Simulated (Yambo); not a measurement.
## MgS (Niningerite) in Yambo: convergence with bands in self energy

The system is MgS (Niningerite).

```xyz
2
Lattice="0.0000 2.6016 2.6016 2.6016 0.0000 2.6016 2.6016 2.6016 0.0000" Properties=species:S:1:pos:R:3 pbc="T T T"
S     2.6016    2.6016    2.6016
Mg    0.0000    0.0000    0.0000
```

```yaml
Program: Yambo 5.3.0
Task: G0W0 quasiparticle levels
Functional: PBEsol
Potentials_or_basis: PseudoDojo 0.4.1 SR PBEsol standard
Cutoff: 1143 eV
Density_cutoff: 4572 eV
k_mesh: 6 × 6 × 6
Occupations: fixed
Spin: no spin polarisation
k_mesh_of_the_self-consistent_run: 10 × 10 × 10
Random_integration_of_the_Coulomb_term: yes
Direction_of_the_field_or_of_q_to_0: x + y + z
Broadening: 0.1 eV
States_corrected: Γ and the k points of the band edges
Frequency_dependence_of_W: plasmon pole
Terminator_of_the_band_sum_in_the_self-energy: none
Quasiparticle_equation: linearised (Newton)
Imaginary_frequency_of_the_plasmon-pole_fit: 27.2114 eV
Bands_in_the_response: 158
Bands_in_the_self-energy: 28
Cutoff_of_the_response_matrix: 6 Ry
Cutoff_of_exchange_and_Vxc: 84 Ry
Bands_corrected_first_last: "[8, 9]"
```

These are the settings of the first run; the series varies bands in self energy, with any setting tied to it.

```csv
bands in self energy,quasiparticle gap at the points computed (eV)
28,4.049
48,4.078
88,4.097
158,4.106
```

Against the tightest run, the quasiparticle gap at the points computed stays within 0.05 eV from 48 on. The tightest run that finished is the yardstick and may itself not be fully converged.

Caveat, for the tightest run too: this version prints the column dSc/dw multiplied by 27.2.
